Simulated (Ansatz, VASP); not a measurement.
# V: VASP beside Ansatz

```xyz
2
Lattice="2.5664 0.0000 0.0000 -1.2832 2.2226 0.0000 0.0000 0.0000 4.5828" Properties=species:S:1:pos:R:3 pbc="T T T"
V     0.0000    1.4817    1.1457
V     1.2832    0.7409    3.4371
```

Alike in both runs: task single point; functional RPBE; k mesh 15 × 15 × 8; occupations fermi-dirac, width 0.1 eV; no spin polarisation.

|  | VASP | Ansatz |
| --- | --- | --- |
| version | VASP 6.6.1 | Ansatz 0.2.0 |
| potentials or method | VASP PAW PBE potentials, release 64 (V_sv) | plane waves (420 eV) with PAW, scalar-relativistic |
| plane-wave cutoff (eV) | 520 | 420 |
| valence electrons in the cell | 26 | 26 |

```csv
,VASP,Ansatz,Ansatz less VASP
pressure (GPa),16.2,15.9,-0.31
largest component of the traceless stress (GPa),0.07,0.06,-0.007
```

The functional is the same, so the differences come from potentials, cutoffs and numerics.

Caveats: so large a pressure means that the cell lies far from this level's equilibrium, or that cutoff or potentials fall short (VASP); the potentials were made for another functional, which shifts forces and pressure (VASP).
